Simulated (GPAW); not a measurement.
CrO2:

```
CELL_PARAMETERS angstrom
2.77988 0.00000 0.00000
-1.38994 2.40745 0.00000
0.00000 0.00000 4.48452
ATOMIC_POSITIONS crystal
Cr 0.00000 0.00000 0.00000
O 0.33333 0.66667 0.25200
O 0.66667 0.33333 0.74800
```

Measurements of this composition are mostly on another form, of space group No. 136.

Program: GPAW 26.7.0. Alike in all runs: task single point; potentials or basis GPAW PAW data sets (gpaw-data 1.2.1), pw; cell as given; k mesh 8 × 8 × 4; cutoff (eV) 800; smearing gaussian 0.05 eV.

Task: Order these runs on this cell by their pressure, lowest first.
A. level PBE+U; spin collinear, zero start; U Cr d U = 7 eV; fixed moment (μB) 0.0
B. level r2SCAN+U; spin collinear, ferromagnetic start; U Cr d U = 7 eV
C. level PBE+U; spin off; U Cr d U = 3 eV

Result: C (-7.2 GPa), A (9.4 GPa), B (21.7 GPa).

Caveats: the run has no moments, though such compounds are often magnetic (some runs); a magnetic state may lie lower (some runs); the total moment is fixed, so each spin has its own Fermi level (some runs); U without spin polarisation on a metal has little footing (some runs); the PAW data sets were made with another functional, which shifts forces and pressure a little (some runs); a cell with one magnetic atom can't hold antiferromagnetic order, which such compounds often take (some runs).
